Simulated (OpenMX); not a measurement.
The system is Zr.

```xyz
2
Lattice="3.2320 0.0000 0.0000 -1.6160 2.7990 0.0000 0.0000 0.0000 5.1470" Properties=species:S:1:pos:R:3 pbc="T T T"
Zr    1.5928    0.9479    3.8560
Zr    0.0189    1.9105    1.2588
```

The cell isn't the ideal one: atoms moved at random, drawn with an rms of 0.05 Å.

Base run:

```yaml
Program: OpenMX 3.8.5
Functional: PBE
Potentials_or_basis: OpenMX 2013 PBE set, Zr7.0-s3p2d2f1, grid cutoff 400 Ry
k_mesh: 9 × 9 × 5
Occupations: fermi-dirac, width 0.05 eV
Spin: no spin polarisation
```

Its results: band gap on the k mesh none (metal or under the smearing width); pressure 0.7 GPa; largest force 0.119 eV/Å.

Q: The run is repeated on the same cell with these changes: potentials or basis from OpenMX 2013 PBE set, Zr7.0-s3p2d2f1, grid cutoff 400 Ry to OpenMX 2013 PBE set, Zr7.0-s3p2d2, grid cutoff 160 Ry. What comes out?

A: Band gap on the k mesh none (metal or under the smearing width); pressure 1.7 GPa; largest force 0.130 eV/Å.

Caveats: the basis of atomic orbitals isn't converged, which shifts pressures, moduli and gaps; the real-space grid is coarse for these elements, which adds noise of up to some 20 meV/atom to energies and shifts forces, pressures and volumes (some runs).
